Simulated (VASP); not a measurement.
Runs of VASP 6.6.1 on Pb. Symmetry: Fm-3m, No. 225, cubic system. Conventional cell: a = 4.950 Å, b = 4.950 Å, c = 4.950 Å, α = 90.00°, β = 90.00°, γ = 90.00°. Pb (site symmetry m-3m) is surrounded by 12 Pb at 3.50 Å. 

```csv
task,level,cell,cutoff (eV),smearing,gap on the mesh (eV),pressure (GPa),relaxed volume (Å³/atom)
relaxation of cell and atoms,PBE+rVV10,relaxed,600,fermi-dirac 0.05 eV,none,0.0,(a)
single point,PBE,as given,520,gaussian 0.026 eV,none,(b),-
relaxation of the atoms,BEEF-vdW,atoms relaxed from: cell strained at random at fixed volume,520,gaussian 0.1 eV,none,3.8,-
relaxation of cell and atoms,PBE+MBD,relaxed,600,fermi-dirac 0.05 eV,none,-0.1,-
relaxation of cell and atoms,PBEsol+D3,relaxed,600,fermi-dirac 0.05 eV,none,0.0,29.17
relaxation of cell and atoms,PBE+D3,relaxed,600,fermi-dirac 0.05 eV,none,0.0,30.75
relaxation of cell and atoms,PBE+TS,relaxed,600,fermi-dirac 0.05 eV,none,0.0,-
relaxation of cell and atoms,PBE+D4,relaxed,600,fermi-dirac 0.05 eV,none,0.0,30.39
```

Alike in all rows: potentials or basis VASP PAW PBE potentials, release 64 (Pb_d); no spin polarisation; k mesh 9 × 9 × 9.

**Question.** Fill in the values left out.

**Answer.** (a) 31.04; (b) 2.2.

Caveats: pairwise dispersion overbinds metals, which lowers pressure and volume (some runs); the relaxation stopped at its first step, so nothing moved (some runs); the PAW data sets were made with another functional, which shifts forces and pressure a little (some runs); atom-pairwise D2, TS and ULG terms overbind metals (some runs).

A k mesh can miss the band edges, and the runs leave out spin-orbit coupling on Pb.

A gap of «none» marks a metal or a gap under the smearing width.
